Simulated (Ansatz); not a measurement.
# TiO (P6_3/mmc) in Ansatz: a series of runs

One crystal, TiO, is run at these levels: PBEsol+U; tasks: band structure.

Program: Ansatz 0.2.0. These are calculated values, not measurements. Logs are shortened: lines on timing, memory, paths and dates and some standing lists are left out, and cuts for length are marked.

## (1) Starting point

The structure is hexagonal, space group P6_3/mmc (No. 194). Conventional cell: a = 2.852 Å, b = 2.852 Å, c = 5.568 Å, α = 90.00°, β = 90.00°, γ = 120.00°. Ti (site symmetry -6m2) has 6 O at 2.16 Å as nearest neighbours. O (site symmetry -3m) is surrounded by 6 Ti at 2.16 Å.

The cell comes from a database or a generator and needn't be the stable form of this composition.

## (2) Band structure, PBEsol+U

Input file input.yaml:

```yaml
crystal:
  lattice:
    - [2.8516080131, 0.0, 0.0]
    - [-1.4258040066, 2.469564981, 0.0]
    - [0.0, 0.0, 5.567503]
  atoms:
    - { symbol: Ti, position: [0.6666666667, 0.3333333333, 0.75] }
    - { symbol: Ti, position: [0.3333333333, 0.6666666667, 0.25] }
    - { symbol: O, position: [0.0, 0.0, 0.5] }
    - { symbol: O, position: [0.0, 0.0, 0.0] }
hamiltonian:
  xc: pbesol
  pseudopotentials: { kind: paw }
  hubbard: { sites: [{ species: Ti, l: d, u_eff: 6.0 }] }
kpoints:
  mp_grid: { grid: [11, 11, 5] }
  band_path:
    path:
      - [[0.0, 0.0, 0.0], [0.5, 0.0, 0.0], [0.3333333333, 0.3333333333, 0.0], [0.0, 0.0, 0.0], [0.0, 0.0, 0.5], [0.5, 0.0, 0.5], [0.3333333333, 0.3333333333, 0.5], [0.0, 0.0, 0.5]]
      - [[0.5, 0.0, 0.5], [0.5, 0.0, 0.0]]
      - [[0.3333333333, 0.3333333333, 0.0], [0.3333333333, 0.3333333333, 0.5]]
    npoints: 14
scf:
  occupations: { method: fermi_dirac, width: 0.05 }
  n_extra_bands: 10
output:
  forces: true
  stress: true
  eigenvalues: true
  fatbands: false
```

Potentials or basis: Ansatz PAW.

The run is started by

```
> ansatz run input.yaml --threads 2 --pin off --max-ram 5632MiB --backend cpu --events-out ev --progress --plain --runs-dir out
```

Output:

```text
Warning: RAYON_NUM_THREADS=2 ignored (pool sized by the plan → 2); use --threads N
Ti: projections on atomic orbitals take those of the free atom [Ne] 3s2 3p6 3d2 4s2, of charge +0.00 (hamiltonian.pseudopotentials.projection_atoms); the dataset's partial waves leave at most 4.1e-7 of an orbital's norm unspanned inside its sphere
O: projections on atomic orbitals take those of the free atom [He] 2s2 2p4, of charge +0.00 (hamiltonian.pseudopotentials.projection_atoms); the dataset's partial waves leave at most 1.9e-8 of an orbital's norm unspanned inside its sphere
scf.n_extra_bands = 10 over 18 filled bands (N_el = 36.0): the run solves 28 bands
Engine: ansatz 0.2.0, x86_64-unknown-linux-gnu
Pseudopotentials: kind: paw
Pseudopotential: Ti, paw, valence charge 12, recommended cutoff 420 eV (normal), Ti.paw.azcp
Pseudopotential: O, paw, valence charge 6, recommended cutoff 420 eV (normal), O.paw.azcp
Functional definition: PBEsol
  exchange = pbesol_x
  correlation = pbesol_c
Crystal: 4 atoms, lattice volume = 39.208 Å³
Basis set: ecut = 420 eV, 799 PW (Γ), exchange–correlation on 40×40×80 points (8 copies of the dense FFT grid, shifted against one another)
Bands: 28, of which v1, the nominal top of the filled ones, is band 18 counted from 1 (17 counted from 0)
Symmetry: 24 space group operations
Space group: P63/mmc (ITA 194), of the structure as read, at distance tolerance 3.4e-5 Å
k-points: 48 of 605
Non-local potential: Ti, projectors of the file, l = 0: 3, l = 1: 2, l = 2: 3, l = 3: 1
Non-local potential: O, projectors of the file, l = 0: 2, l = 1: 2, l = 2: 1
PAW form: soft (Blöchl's): semilocal exchange-correlation on the pseudo side does not see the compensation charge
PAW frozen core: Ti, regenerated for the run's functional, and the local potential with it (the file was generated under x = pbe(κ = 0.804, μ = 0.2195149727645171), c = pbe(β = 0.06672455060314922))
PAW frozen core: O, regenerated for the run's functional, and the local potential with it (the file was generated under x = pbe(κ = 0.804, μ = 0.2195149727645171), c = pbe(β = 0.06672455060314922))
PAW one-centre angular grid: Ti, 590 points (default); XC on 64 Gauss nodes
PAW one-centre angular grid: O, 110 points (default); XC on 64 Gauss nodes
Initial density: superposition of atomic densities (chi_scale 0.1, normalization cell, long waves of neutral atoms under a Hubbard term (reshape's long-wave potential 0.00 eV rms, cloud 2.26 Å wide))
Initial wavefunctions: pseudopotential atomic-orbital guess
Functional: x = pbesol(κ = 0.804, μ = 0.12345679012345678), c = pbesol(β = 0.046)
SCF iter   1: F=—  HF=-6062.576386 eV  |F-HF|=—  |Δ(HF+E_count)|=         —  Δρ=7.56e-2  dr2=1.64e0  ethr=3.10e-3  ⟨swp⟩=4.9  Hψ=4823  notcnv=0  defer=1
preconditioner: auto → none  [insulator: Δε(μ)=0.132 eV  Ē_g=11.245 eV  σ=0.050 eV  W_gap=0.57  n_scr=10 (ndim 8)  ℏωp=26.5 eV  f_vac=0.000  D(μ)=0.74/eV (n_scr^D=2)  ε∞_Penn≈6.6]
SCF iter   2: F=—  HF=-6063.219257 eV  |F-HF|=—  |Δ(HF+E_count)|=   6.43e-1  Δρ=4.98e-2  dr2=8.00e-1  ethr=3.10e-3  ⟨swp⟩=2.3  Hψ=2599  notcnv=0  defer=69
SCF iter   3: F=—  HF=-6063.342427 eV  |F-HF|=—  |Δ(HF+E_count)|=   1.23e-1  Δρ=3.43e-2  dr2=3.17e-1  ethr=2.22e-3  ⟨swp⟩=2.4  Hψ=2585  notcnv=0  defer=69
SCF iter   4: F=—  HF=-6063.470246 eV  |F-HF|=—  |Δ(HF+E_count)|=   1.28e-1  Δρ=1.09e-2  dr2=1.95e-2  ethr=8.81e-4  ⟨swp⟩=2.2  Hψ=2213  notcnv=0  defer=72
SCF iter   5: F=—  HF=-6063.562477 eV  |F-HF|=—  |Δ(HF+E_count)|=   9.22e-2  Δρ=9.96e-3  dr2=2.30e-2  ethr=5.42e-5  ⟨swp⟩=2.0  Hψ=2544  notcnv=0  defer=72
SCF iter   6: F=—  HF=-6063.633042 eV  |F-HF|=—  |Δ(HF+E_count)|=   7.06e-2  Δρ=4.68e-3  dr2=4.35e-3  ethr=5.42e-5  ⟨swp⟩=2.0  Hψ=2826  notcnv=0  defer=72
SCF iter   7: F=—  HF=-6063.664015 eV  |F-HF|=—  |Δ(HF+E_count)|=   3.10e-2  Δρ=1.79e-3  dr2=6.75e-4  ethr=1.21e-5  ⟨swp⟩=2.1  Hψ=2663  notcnv=0  defer=72
SCF iter   8: F=—  HF=-6063.670901 eV  |F-HF|=—  |Δ(HF+E_count)|=   6.89e-3  Δρ=1.09e-3  dr2=4.12e-4  ethr=1.87e-6  ⟨swp⟩=2.5  Hψ=2913  notcnv=0  defer=72
SCF iter   9: F=—  HF=-6063.670639 eV  |F-HF|=—  |Δ(HF+E_count)|=   2.62e-4  Δρ=5.51e-4  dr2=6.99e-5  ethr=1.15e-6  ⟨swp⟩=2.0  Hψ=2157  notcnv=0  defer=72
SCF iter  10: F=—  HF=-6063.670815 eV  |F-HF|=—  |Δ(HF+E_count)|=   1.76e-4  Δρ=1.51e-4  dr2=8.78e-6  ethr=1.94e-7  ⟨swp⟩=2.0  Hψ=2148  notcnv=0  defer=72
SCF iter  11: F=—  HF=-6063.670813 eV  |F-HF|=—  |Δ(HF+E_count)|=   2.05e-6  Δρ=4.17e-5  dr2=6.52e-7  ethr=2.44e-8  ⟨swp⟩=2.6  Hψ=1587  notcnv=0  defer=72
SCF iter  12: F=-6063.670813 eV  HF=-6063.670813 eV  |F-HF|=2.22e-9  |Δ(HF+E_count)|=   1.83e-7  Δρ=4.13e-6  dr2=5.88e-9  ethr=2.78e-10  ⟨swp⟩=6.8  Hψ=5365  notcnv=0
SCF 1 converged in 12 iterations: F = -6063.670813 eV  dr2 = 5.88e-9
NSCF: frozen V_eff on 129 k-points
SCF converged after 12 iterations
Free energy (F): -6063.670813 eV
Harris-Foulkes:  -6063.670813 eV  (|F-HF|=2.22e-9)
Internal energy: -6063.667510 eV  (E = F + TS)
E sigma→0 (E₀):  -6063.669161 eV
Entropy (-TS):   -0.003303 eV (-0.826 meV/atom)
Fermi energy:    17.631184 eV
--- Per-component energies (eV) ---
  E_band       = -197.630651
  E_kinetic    = 903.082648
  E_local      = -1817.020585  (includes V_loc(G=0)·N_el)
  E_nonlocal   = 116.600953
  E_hartree    = 722.645460
  E_xc         = -342.338928
  E_vxc        = -434.469178  (∫ρ·V_xc dr)
  E_hubbard    = 8.970604  (on-site DFT+U / exact-exchange correction)
  E_vhub       = 1.642125  (the Hubbard potential's part of the band-sum identity)
  E_paw        = -2350.545715  (= ΣΔE_a)
  E_vpaw       = -412.765708  (= ΣTr[D̂ρ^β])
  E_aug_tail   = 0.005109  (compensation charges beyond the density's cutoff)
  E_ewald      = -3305.416402
  E_core_change = 0.349344  (= ΣΔE_core)
  E_smearing   = -0.003303  (= −TS)
  E_closure    = -0.000000  (closes the sum)
  Σ components = -6063.670813   (vs F -6063.670813, Δ=0.00e0)
--- Forces (eV/Å), atoms counted from 1 ---
  atom   1  Ti    -0.00000000    -0.00000000     0.00000000
  atom   2  Ti     0.00000000     0.00000000     0.00000000
  atom   3  O      0.00000000    -0.00000000    -0.00000000
  atom   4  O      0.00000000    -0.00000000     0.00000000
  max |Σ_I F_I| component: 1.85e-17 eV/Å
--- Stress (GPa, compression-positive) ---
       15.547253      -0.000000       0.000000
        0.000000      15.547253       0.000000
        0.000000       0.000000      -7.588260
  P = ⅓ Tr σ = 7.8354 GPa (78.354 kbar)
--- Band table (eV; the first three rows and the last of 48) ---
  k-point 0: bands = ["-40.9955", "-40.9754", "-17.2821", "-17.2821", "-17.2686", "-17.2686", "-17.1863", "-16.6965", "-4.5455", "-3.1629", "7.3274", "11.6899", "11.6899", "11.9747", "12.2092", "12.2092", "13.7158", "16.1957", "17.7401", "17.7401", "18.0311", "19.5790", "19.5790", "20.0029", "20.0029", "21.8922", "21.8922", "23.4773"]
  k-point 1: bands = ["-40.9923", "-40.9756", "-17.2808", "-17.2808", "-17.2698", "-17.2698", "-17.1425", "-16.7463", "-4.4231", "-3.3081", "7.6307", "11.1011", "11.7287", "11.7287", "12.1466", "12.1466", "14.3711", "16.0958", "17.9094", "17.9094", "18.3649", "19.3526", "19.3526", "20.2146", "20.2146", "21.6950", "21.6950", "22.0502"]
  k-point 2: bands = ["-40.9850", "-40.9784", "-17.2774", "-17.2774", "-17.2732", "-17.2732", "-17.0247", "-16.8735", "-4.0954", "-3.6716", "8.4841", "9.7210", "11.8396", "11.8396", "11.9977", "11.9977", "15.1948", "15.7722", "18.3460", "18.3460", "18.8854", "18.8854", "19.2567", "20.5106", "20.6609", "20.6609", "21.2124", "21.2124"]
  k-point 47: bands = ["-40.8417", "-40.8409", "-17.8469", "-17.8148", "-17.6773", "-17.6644", "-16.7241", "-16.7126", "-2.9995", "-2.9872", "9.0912", "9.2453", "9.9791", "10.4241", "10.4307", "10.5627", "16.8755", "17.2131", "17.8424", "18.0154", "19.7900", "20.2350", "20.8512", "20.9287", "21.3970", "21.8127", "25.3724", "25.4955"]
Occupation matrices written to <dir>
```

It took 2.5 s on 2 threads of Intel Xeon 6975P-C (Granite Rapids), shared host; peak memory 0.42 GiB.

What came out:

| Quantity | Value |
| --- | --- |
| Free energy | -6063.6708 eV |
| Pressure | 7.8 GPa |
| Band gap along the path | none (metal or under the smearing width) |

Stress tensor (GPa, compression positive):
```
15.55  0.00  0.00
 0.00 15.55  0.00
 0.00  0.00 -7.59
```

Levels at the corners of the path, in eV from the Fermi level:
```csv
point,band 14,band 15,band 16,band 17,band 18,band 19,band 20,band 21,band 22,band 23
Γ,-5.66,-5.42,-5.42,-3.92,-1.44,0.11,0.11,0.40,1.95,1.95
M,-6.55,-6.05,-5.80,-3.39,-0.80,1.06,1.51,1.93,2.92,2.97
K,-7.60,-7.60,-6.32,-0.49,-0.49,0.34,0.34,1.43,3.06,3.39
Γ,-5.66,-5.42,-5.42,-3.92,-1.44,0.11,0.11,0.40,1.95,1.95
A,-5.72,-5.72,-5.72,-2.12,-2.12,0.98,0.98,0.98,0.98,2.22
L,-7.52,-6.19,-6.19,-2.09,-2.09,1.37,1.37,2.81,2.81,2.91
H,-7.37,-7.25,-7.25,-0.13,-0.13,-0.11,-0.11,2.37,2.37,3.20
A,-5.72,-5.72,-5.72,-2.12,-2.12,0.98,0.98,0.98,0.98,2.22
L,-7.52,-6.19,-6.19,-2.09,-2.09,1.37,1.37,2.81,2.81,2.91
M,-6.55,-6.05,-5.80,-3.39,-0.80,1.06,1.51,1.93,2.92,2.97
K,-7.60,-7.60,-6.32,-0.49,-0.49,0.34,0.34,1.43,3.06,3.39
H,-7.37,-7.25,-7.25,-0.13,-0.13,-0.11,-0.11,2.37,2.37,3.20
```

Eigenvalues of the final occupation matrices:
```tsv
site	spin	trace	eigenvalues
site 1	1	1.36	0.11 0.11 0.22 0.22 0.70
site 2	1	1.36	0.11 0.11 0.22 0.22 0.70
```

Caveat: the pressure holds a Pulay correction of +0.7 GPa for the finite cutoff; U without spin polarisation on a metal has little footing; the PAW data sets come from PBE, with cores solved anew for the run's functional, which leaves a small shift of forces and pressure.

## (3) Band structure, PBEsol+U

input.yaml, as its differences from that of step 2:

```diff
@@ -13,3 +13,3 @@
   pseudopotentials: { kind: paw }
-  hubbard: { sites: [{ species: Ti, l: d, u_eff: 6.0 }] }
+  hubbard: { sites: [{ species: Ti, l: d, u_eff: 8.0 }] }
 kpoints:
@@ -30 +30,5 @@
   fatbands: false
+  write_density: true
+  write_potential: true
+  elf: true
+  volumetric_format: npy
```

Potentials or basis: Ansatz PAW.

The run is started by

```
> ansatz run input.yaml --threads 2 --pin off --max-ram 5632MiB --backend cpu --events-out ev --progress --plain --runs-dir out
```

Output:

```text
Warning: RAYON_NUM_THREADS=2 ignored (pool sized by the plan → 2); use --threads N
Ti: projections on atomic orbitals take those of the free atom [Ne] 3s2 3p6 3d2 4s2, of charge +0.00 (hamiltonian.pseudopotentials.projection_atoms); the dataset's partial waves leave at most 4.1e-7 of an orbital's norm unspanned inside its sphere
O: projections on atomic orbitals take those of the free atom [He] 2s2 2p4, of charge +0.00 (hamiltonian.pseudopotentials.projection_atoms); the dataset's partial waves leave at most 1.9e-8 of an orbital's norm unspanned inside its sphere
scf.n_extra_bands = 10 over 18 filled bands (N_el = 36.0): the run solves 28 bands
Engine: ansatz 0.2.0, x86_64-unknown-linux-gnu
Pseudopotentials: kind: paw
Pseudopotential: Ti, paw, valence charge 12, recommended cutoff 420 eV (normal), Ti.paw.azcp
Pseudopotential: O, paw, valence charge 6, recommended cutoff 420 eV (normal), O.paw.azcp
Functional definition: PBEsol
  exchange = pbesol_x
  correlation = pbesol_c
Crystal: 4 atoms, lattice volume = 39.208 Å³
Basis set: ecut = 420 eV, 799 PW (Γ), exchange–correlation on 40×40×80 points (8 copies of the dense FFT grid, shifted against one another)
Bands: 28, of which v1, the nominal top of the filled ones, is band 18 counted from 1 (17 counted from 0)
Symmetry: 24 space group operations
Space group: P63/mmc (ITA 194), of the structure as read, at distance tolerance 3.4e-5 Å
k-points: 48 of 605
[... 65 lines left out ...]
  E_xc         = -342.529124
  E_vxc        = -434.696874  (∫ρ·V_xc dr)
  E_hubbard    = 8.152918  (on-site DFT+U / exact-exchange correction)
  E_vhub       = -4.908235  (the Hubbard potential's part of the band-sum identity)
  E_paw        = -2352.253174  (= ΣΔE_a)
  E_vpaw       = -414.734585  (= ΣTr[D̂ρ^β])
  E_aug_tail   = 0.005169  (compensation charges beyond the density's cutoff)
  E_ewald      = -3305.416402
  E_core_change = 0.349344  (= ΣΔE_core)
  E_smearing   = -0.000000  (= −TS)
  E_closure    = 0.000000  (closes the sum)
  Σ components = -6061.244859   (vs F -6061.244859, Δ=0.00e0)
--- Forces (eV/Å), atoms counted from 1 ---
  atom   1  Ti    -0.00000000    -0.00000000     0.00000000
  atom   2  Ti     0.00000000     0.00000000     0.00000000
  atom   3  O     -0.00000000     0.00000000     0.00000000
  atom   4  O      0.00000000     0.00000000     0.00000000
  max |Σ_I F_I| component: 3.70e-17 eV/Å
--- Stress (GPa, compression-positive) ---
       42.286009       0.000000       0.000000
        0.000000      42.286009       0.000000
        0.000000       0.000000      -7.459204
  P = ⅓ Tr σ = 25.7043 GPa (257.043 kbar)
--- Band table (eV; the first three rows and the last of 48) ---
  k-point 0: bands = ["-40.8195", "-40.7997", "-17.3189", "-17.3189", "-17.3056", "-17.3056", "-16.5591", "-16.0471", "-4.2374", "-2.7801", "7.0115", "12.1986", "12.1986", "12.2750", "12.3010", "12.6464", "12.6464", "15.3172", "18.0191", "18.8624", "18.8624", "20.5778", "20.5778", "21.1653", "21.1653", "23.0158", "23.0158", "23.7425"]
  k-point 1: bands = ["-40.8131", "-40.7982", "-17.3176", "-17.3176", "-17.3068", "-17.3068", "-16.5147", "-16.1003", "-4.1083", "-2.9338", "7.3057", "10.8735", "12.2331", "12.2331", "12.5942", "12.5942", "13.4589", "15.2166", "18.3779", "19.0188", "19.0188", "20.3779", "20.3779", "21.3545", "21.3545", "22.1624", "22.8172", "22.8172"]
  k-point 2: bands = ["-40.8024", "-40.7972", "-17.3142", "-17.3142", "-17.3101", "-17.3101", "-16.3935", "-16.2353", "-3.7631", "-3.3170", "8.1630", "9.4230", "12.3309", "12.3309", "12.4680", "12.4680", "14.3130", "14.8909", "19.3092", "19.4264", "19.4264", "19.9363", "19.9363", "20.5906", "21.7883", "21.7883", "22.3346", "22.3346"]
  k-point 47: bands = ["-40.6362", "-40.6356", "-17.8785", "-17.8497", "-17.7107", "-17.6982", "-16.0747", "-16.0629", "-2.5731", "-2.5480", "9.3194", "9.5170", "10.3602", "10.7601", "10.8205", "10.9620", "16.1628", "16.3209", "18.5963", "18.6002", "20.8286", "21.2693", "21.8527", "21.9221", "22.4398", "22.8604", "25.3684", "25.4915"]
Occupation matrices written to <dir>
```

It took 7 s on 2 threads of Intel Xeon 6975P-C (Granite Rapids), shared host; peak memory 0.49 GiB.

What came out:

- Free energy: -6061.2449 eV
- Pressure: 25.7 GPa
- Band gap on the k mesh: 1.49 eV, indirect (least direct gap 2.13 eV)
- Band gap along the path: 1.49 eV, indirect (least direct gap 2.12 eV)

Stress tensor (GPa, compression positive):
```
42.29  0.00  0.00
 0.00 42.29  0.00
 0.00  0.00 -7.46
```

Levels at the corners of the path, in eV from the valence-band top:
| point | band 14 | band 15 | band 16 | band 17 | band 18 | band 19 | band 20 | band 21 | band 22 | band 23 |
| --- | --- | --- | --- | --- | --- | --- | --- | --- | --- | --- |
| Γ | -4.26 | -4.23 | -3.89 | -3.89 | -1.21 | 1.49 | 2.33 | 2.33 | 4.05 | 4.05 |
| M | -4.94 | -4.60 | -4.34 | -2.84 | -0.40 | 2.30 | 3.04 | 4.03 | 5.17 | 5.23 |
| K | -6.02 | -6.02 | -4.80 | -0.13 | -0.13 | 2.07 | 2.07 | 3.57 | 5.24 | 5.48 |
| Γ | -4.26 | -4.23 | -3.89 | -3.89 | -1.21 | 1.49 | 2.33 | 2.33 | 4.05 | 4.05 |
| A | -4.13 | -4.13 | -4.13 | -1.90 | -1.90 | 3.15 | 3.15 | 3.15 | 3.15 | 3.38 |
| L | -6.05 | -4.64 | -4.64 | -1.59 | -1.59 | 2.71 | 2.71 | 4.94 | 4.94 | 5.06 |
| H | -5.87 | -5.79 | -5.79 | -0.16 | -0.16 | 1.99 | 1.99 | 4.50 | 4.50 | 5.29 |
| A | -4.13 | -4.13 | -4.13 | -1.90 | -1.90 | 3.15 | 3.15 | 3.15 | 3.15 | 3.38 |
| L | -6.05 | -4.64 | -4.64 | -1.59 | -1.59 | 2.71 | 2.71 | 4.94 | 4.94 | 5.06 |
| M | -4.94 | -4.60 | -4.34 | -2.84 | -0.40 | 2.30 | 3.04 | 4.03 | 5.17 | 5.23 |
| K | -6.02 | -6.02 | -4.80 | -0.13 | -0.13 | 2.07 | 2.07 | 3.57 | 5.24 | 5.48 |
| H | -5.87 | -5.79 | -5.79 | -0.16 | -0.16 | 1.99 | 1.99 | 4.50 | 4.50 | 5.29 |

Eigenvalues of the final occupation matrices:
```
  site  spin  trace               eigenvalues
site 1     1   1.33  0.10 0.10 0.12 0.12 0.87
site 2     1   1.33  0.10 0.10 0.12 0.12 0.87
```

Caveat: the pressure holds a Pulay correction of +0.7 GPa for the finite cutoff; the PAW data sets come from PBE, with cores solved anew for the run's functional, which leaves a small shift of forces and pressure.
